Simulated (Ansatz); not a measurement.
# BAs: pressure against volume scale

All results are calculated (Ansatz 0.2.0). Periodic Kohn-Sham DFT of a crystal at fixed atoms, scaled to volume_scale times the given cell; pressure positive in compression, energy less spherical unpolarised free atoms, largest_vzz the field gradient of largest size among the nuclei.

The cell before it is scaled or strained (space group F-43m, No. 216):
```
BAs
1.0
      0.0000     2.3885     2.3885
      2.3885     0.0000     2.3885
      2.3885     2.3885     0.0000
B As
1 1
Direct
  0.00000 0.00000 0.00000
  0.75000 0.75000 0.75000
```

Settings of every row: method frozen-core PAW; functional LDA; relativity scalar; k mesh 15x15x15; filling fermi-dirac; smearing width 0.03 eV; wave cutoff 420 eV; paw set soft_2.

Atom start moment: 0 on all atoms.

Limits: PAW files made with PBE.

| row | volume scale | V (Å³/atom) | pressure (GPa) |
| --- | --- | --- | --- |
| 1 | 0.94 | 12.809 | ? |
| 2 | 0.96 | 13.081 | 1.892 |
| 3 | 0.98 | 13.354 | -1.168 |
| 4 | 0.99 | 13.49 | -2.583 |
| 5 | 1 | 13.626 | -3.925 |
| 6 | 1.01 | 13.762 | -5.2 |
| 7 | 1.02 | 13.899 | -6.409 |
| 8 | 1.04 | 14.171 | -8.645 |
| 9 | 1.06 | 14.444 | -10.656 |

Question: what pressure should row 1 give?

Worked fit of pressure. Take u = (V_r/V)^(2/3) − 1 with V_r = 13.694 Å³ an atom, which is twice the finite (Eulerian) strain; such expansions in the strain, on which the Birch-Murnaghan equation of state is built, carry the rest volume and the bulk modulus. The shown rows have u = 0.031, 0.0169, 0.01006, 0.00332, -0.0033, -0.00986, -0.02257, -0.03492. Least squares give pressure = −4.5679 + 192.348 × u + 516.67 × u² GPa; a straight line predicts inner rows, each left out in turn, worse (root mean square 0.17 against 0.0037 GPa). The rows lie off it by 0.001, 0.002, -0.002, -0.001, -0.003, 0.005, 0.001, -0.001 (root mean square 0.0024 GPa). The pressure vanishes at u = 0.0224, or V = 13.25 Å³ an atom, and there the bulk modulus at fixed shape and fractions is B = −V dP/dV = (2/3)(1 + u) dP/du = 147 GPa. The withheld row has u = 0.04555, so the fit gives −4.5679 + 192.348 × (0.04555) + 516.67 × (0.04555)² = 5.266 GPa.

The calculation gave 5.289 GPa. The fit lies 0.023 GPa (0.14 % of the column's range) below it; its largest miss of a shown row is 0.005 GPa. This row lies beyond the range of the fit.
